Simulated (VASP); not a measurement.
Method: revTPSS meta-GGA, VASP's PBE PAW potentials (set 64) (plane waves; VASP 6.6.1).

A VASP calculation is set up with these files.

File POSCAR:
```
CsI
1.0
  4.6199330746   0.0000000000   0.0000000000
  0.0000000000   4.6199330746   0.0000000000
  0.0000000000   0.0000000000   4.6199330746
Cs I
1 1
Direct
  0.0000000000   0.0000000000   0.0000000000
  0.5000000000   0.5000000000   0.5000000000
```

File KPOINTS:
```
Automatic mesh
0
Gamma
6 6 6
0 0 0
```

### INCAR
```
! general
SYSTEM  = CsI
PREC    = Accurate
ENCUT   = 520   ! plane-wave cut-off (eV)
LREAL   = F   ! projection in real space or not
LASPH   = T

! electronic loop
EDIFF   = 1E-7   ! SCF stop (eV)
NELM    = 100   ! most electronic steps
ALGO    = Normal
LMAXMIX = 4
LMIXTAU = T

! smearing
ISMEAR  = 0
SIGMA   = 0.05

! functional
METAGGA = RTPSS

! ions
ISIF    = 2

! output
LWAVE   = F
LCHARG  = F
```

POTCAR, in this order: Cs_sv I (PBE.64 set). Program: vasp_std.

The resulting files:

File OSZICAR:
```
       N       E                     dE             d eps       ncg     rms          rms(c)
DAV:   1     0.159111174249E+03    0.15911E+03   -0.61082E+03   480   0.116E+03
DAV:   2     0.457891816012E+02   -0.11332E+03   -0.10580E+03   804   0.252E+02
DAV:   3     0.341869735265E+02   -0.11602E+02   -0.11527E+02   648   0.886E+01
DAV:   4     0.337571661106E+02   -0.42981E+00   -0.42873E+00   656   0.227E+01
DAV:   5     0.337420244146E+02   -0.15142E-01   -0.15138E-01   648   0.392E+00    0.197E+00
DAV:   6     0.357085766648E+02    0.19666E+01   -0.30294E+00   484   0.270E+01    0.957E-01
DAV:   7     0.361746065458E+02    0.46603E+00   -0.54974E-01   592   0.617E+00    0.613E-01
DAV:   8     0.360737550799E+02   -0.10085E+00   -0.45136E-02   540   0.217E+00    0.484E-01
DAV:   9     0.360936325454E+02    0.19877E-01   -0.73806E-02   496   0.231E+00    0.241E-01
DAV:  10     0.360577120778E+02   -0.35920E-01   -0.59461E-02   504   0.208E+00    0.212E-01
DAV:  11     0.360448964767E+02   -0.12816E-01   -0.12803E-02   564   0.104E+00    0.977E-02
DAV:  12     0.360434661637E+02   -0.14303E-02   -0.97307E-04   540   0.292E-01    0.643E-02
DAV:  13     0.360435400932E+02    0.73929E-04   -0.10054E-04   584   0.824E-02    0.349E-02
DAV:  14     0.360426544659E+02   -0.88563E-03   -0.90440E-04   488   0.341E-01    0.101E-02
DAV:  15     0.360426001552E+02   -0.54311E-04   -0.10674E-05   592   0.324E-02    0.721E-03
DAV:  16     0.360425803680E+02   -0.19787E-04   -0.11131E-05   516   0.273E-02    0.286E-03
DAV:  17     0.360425707235E+02   -0.96445E-05   -0.64117E-06   520   0.262E-02    0.209E-03
DAV:  18     0.360425698394E+02   -0.88414E-06   -0.30874E-07   548   0.572E-03    0.135E-03
DAV:  19     0.360425691552E+02   -0.68419E-06   -0.70247E-07   552   0.659E-03    0.911E-04
DAV:  20     0.360425691898E+02    0.34668E-07   -0.15287E-07   296   0.378E-03
   1 F= 0.36042569E+02 E0= 0.36042569E+02  d E =-.105443E-12
```

**OUTCAR**
```
------------------------ aborting loop because EDIFF is reached ----------------------------------------
  FORCE on cell =-STRESS in cart. coord.  units (eV):
  Direction    XX          YY          ZZ          XY          YZ          ZX
  --------------------------------------------------------------------------------------
  Total       -0.0175442     -0.0175442     -0.0175442     -0.0000000      0.0000000     -0.0000000
  in kB       -0.2850609     -0.2850609     -0.2850609     -0.0000000      0.0000000     -0.0000000
  external PRESSURE =      -0.2850609 kB  Pullay stress =       0.0000000 kB
  volume of cell :       98.61
      direct lattice vectors                 reciprocal lattice vectors
     4.619933075  0.000000000  0.000000000     0.216453352  0.000000000  0.000000000
     0.000000000  4.619933075  0.000000000     0.000000000  0.216453352  0.000000000
     0.000000000  0.000000000  4.619933075     0.000000000  0.000000000  0.216453352
 POSITION                                       TOTAL-FORCE (eV/Angst)
 -----------------------------------------------------------------------------------
      0.00000      0.00000      0.00000         0.000000      0.000000      0.000000
      2.30997      2.30997      2.30997         0.000000      0.000000      0.000000
 -----------------------------------------------------------------------------------
    total drift:                               -0.000000      0.000000      0.000000
  FREE ENERGIE OF THE ION-ELECTRON SYSTEM (eV)
  ---------------------------------------------------
  free  energy   TOTEN  =        36.0425691898 eV

  energy  without entropy=       36.0425691898  energy(sigma->0) =       36.04256919
```
(Selected blocks of OUTCAR.)

File OUTCAR:
```
 val. band max:        0.4576595208   @ k =   0.5000   0.5000   0.0000

 cond. band min:       4.5713310598   @ k =   0.0000   0.0000   0.0000


 Fermi energy:         0.6923713308

 k-point     1 :       0.0000    0.0000    0.0000
  band No.  band energies     occupation
      1     -20.1307      2.00000
      2     -10.2265      2.00000
      3      -6.7421      2.00000
      4      -6.7421      2.00000
      5      -6.7421      2.00000
      6       0.3612      2.00000
      7       0.3612      2.00000
      8       0.3612      2.00000
      9       4.5713      0.00000
     10       4.8641      0.00000
     11       4.8641      0.00000
     12       8.4806      0.00000

 k-point     2 :       0.1667    0.0000    0.0000
  band No.  band energies     occupation
      1     -20.1253      2.00000
      2     -10.2276      2.00000
      3      -6.7776      2.00000
      4      -6.7283      2.00000
      5      -6.7283      2.00000
      6      -0.0763      2.00000
      7       0.3303      2.00000
      8       0.3303      2.00000
      9       5.0286      0.00000
     10       5.1138      0.00000
     11       5.4562      0.00000
     12       8.3901      0.00000

 k-point     3 :       0.3333    0.0000    0.0000
  band No.  band energies     occupation
      1     -20.1144      2.00000
      2     -10.2317      2.00000
      3      -6.8381      2.00000
      4      -6.7003      2.00000
      5      -6.7003      2.00000
      6      -0.7502      2.00000
      7       0.2663      2.00000
      8       0.2663      2.00000
      9       5.4804      0.00000
     10       6.2424      0.00000
     11       6.7123      0.00000
     12       8.2276      0.00000

 k-point     4 :       0.5000    0.0000    0.0000
  band No.  band energies     occupation
      1     -20.1089      2.00000
      2     -10.2349      2.00000
      3      -6.8633      2.00000
      4      -6.6861      2.00000
      5      -6.6861      2.00000
      6      -1.0312      2.00000
...
```

Unless said otherwise, spin-orbit coupling is left out, though it shifts the bands of the heavy elements here.

The compound is CsI in the CsCl type structure. It was relaxed first.
